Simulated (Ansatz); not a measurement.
A plane-wave DFT run in Ansatz 0.2.0 (scalar-relativistic PAW potentials unless the input names others): input and command.

```yaml
crystal:
  lattice:
    - [2.9740499188, 0.0, 0.0]
    - [0.0, 2.9740499188, 0.0]
    - [0.0, 0.0, 2.7036817444]
  atoms:
    - { symbol: As, position: [0.5, 0.5, 0.5] }
basis:
  ecutwfc: 420
kpoints:
  mp_grid: { grid: [18, 18, 18] }
hamiltonian:
  xc: pbe
scf:
  occupations: { method: gaussian, width: 0.15 }
  convergence: { dr2_threshold: 1.0e-09 }
output:
  forces: true
  eigenvalues: true
  stress: true
```

```bash
ansatz run input.yaml --threads 1 --pin off --max-ram 1228MiB --backend cpu --events-out ev --progress --plain --runs-dir out
```

Abridged log:
```
Warning: output.stress: scf.convergence.dr2_threshold = 1e-9 eV is looser than the 1e-10 eV advised for a printed stress (1e-10 eV for each atom of the cell: 1). ...
Basis set: ecut = 420 eV, 461 PW (Γ), exchange–correlation on 40×40×40 points (8 copies of the dense FFT grid, shifted against one another)
Bands: 12, of which v1, the nominal top of the filled ones, is band 8 counted from 1 (7 counted from 0)
Symmetry: 16 space group operations
k-points: 550 of 5832
SCF iter   1: F=—  HF=-4855.861709 eV  |F-HF|=—  |Δ(HF+E_count)|=         —  Δρ=7.45e-4  dr2=1.19e-4  ethr=1.77e-3  ⟨swp⟩=5.1  Hψ=39832  notcnv=0
SCF iter   2: F=—  HF=-4855.861743 eV  |F-HF|=—  |Δ(HF+E_count)|=   3.35e-5  Δρ=2.00e-4  dr2=6.58e-6  ethr=7.95e-7  ⟨swp⟩=2.4  Hψ=13766  notcnv=0
SCF iter   3: F=—  HF=-4855.861746 eV  |F-HF|=—  |Δ(HF+E_count)|=   3.83e-6  Δρ=6.20e-5  dr2=5.76e-7  ethr=4.39e-8  ⟨swp⟩=2.0  Hψ=10535  notcnv=0
SCF iter   4: F=—  HF=-4855.861745 eV  |F-HF|=—  |Δ(HF+E_count)|=   1.56e-6  Δρ=1.95e-5  dr2=6.17e-8  ethr=3.84e-9  ⟨swp⟩=2.0  Hψ=10528  notcnv=0
SCF iter   5: F=—  HF=-4855.861745 eV  |F-HF|=—  |Δ(HF+E_count)|=   2.15e-8  Δρ=3.64e-6  dr2=2.27e-9  ethr=4.11e-10  ⟨swp⟩=2.0  Hψ=10535  notcnv=0
SCF iter   6: F=-4855.861745 eV  HF=-4855.861745 eV  |F-HF|=4.27e-11  |Δ(HF+E_count)|=  3.64e-11  Δρ=3.19e-7  dr2=2.72e-11  ethr=6.67e-12  ⟨swp⟩=4.9  Hψ=23866  notcnv=0
SCF 1 converged in 6 iterations: F = -4855.861745 eV  dr2 = 2.72e-11
SCF converged after 6 iterations
Free energy (F): -4855.861745 eV
Harris-Foulkes:  -4855.861745 eV  (|F-HF|=4.27e-11)
Internal energy: -4855.854416 eV  (E = F + TS)
E sigma→0 (E₀):  -4855.858081 eV
Entropy (-TS):   -0.007329 eV (-7.329 meV/atom)
Fermi energy:    8.671617 eV
--- Forces (eV/Å), atoms counted from 1 ---
  atom   1  As     0.00000000     0.00000000     0.00000000
--- Stress (GPa, compression-positive) ---
      -11.111954       0.000000       0.000000
        0.000000     -11.111954       0.000000
        0.000000       0.000000      -1.201321
  P = ⅓ Tr σ = -7.8084 GPa (-78.084 kbar)
```

Apart from outputs and empty bands, the input differs from a reference run on usual settings in scf.convergence.dr2_threshold: not typed → 1e-09. The reference, at the same geometry (not necessarily relaxed), gave pressure -7.81 GPa, largest force 0.000 eV/Å, no gap on the mesh. This run converged in 6 SCF iterations (reference: 6) with an energy at zero smearing within 0.01 meV/atom of the reference's, pressure -7.81 GPa, largest force 0.000 eV/Å, no gap on the mesh.